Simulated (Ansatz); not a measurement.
Take InN in the wurtzite structure (space group P6_3mc, No. 186; a = 3.5475 Å, c = 5.7226 Å) as the base. Axes: x lies along a and z along c of the hexagonal cell.

Computed with Kohn–Sham DFT with the r2SCAN functional, run in Ansatz (a quantum-chemistry and plane-wave program) with PAW and 500 eV plane waves, spin-orbit coupling left out.

Base values:

| Property | Value |
|---|---|
| Pressure | 0.0 GPa |
| Volume per atom | 15.59 Å³ |

One thing is altered: compressive biaxial strain of 1.50 % in the plane normal to [001], as in epitaxy on a mismatched substrate; the out-of-plane cell vector and the atoms relax.

Task: What does the calculation give for the pressure and volume per atom after the change?

Result: The pressure (mean of the normal stresses, compression positive) goes from zero to 2.7 GPa; the volume per atom decreases by 0.286 Å³ to 15.31 Å³.

No phonon test of stability was made. The final runs are not spin-polarised. Gaps under 0.05 eV, about the width of the smearing, are given as zero.
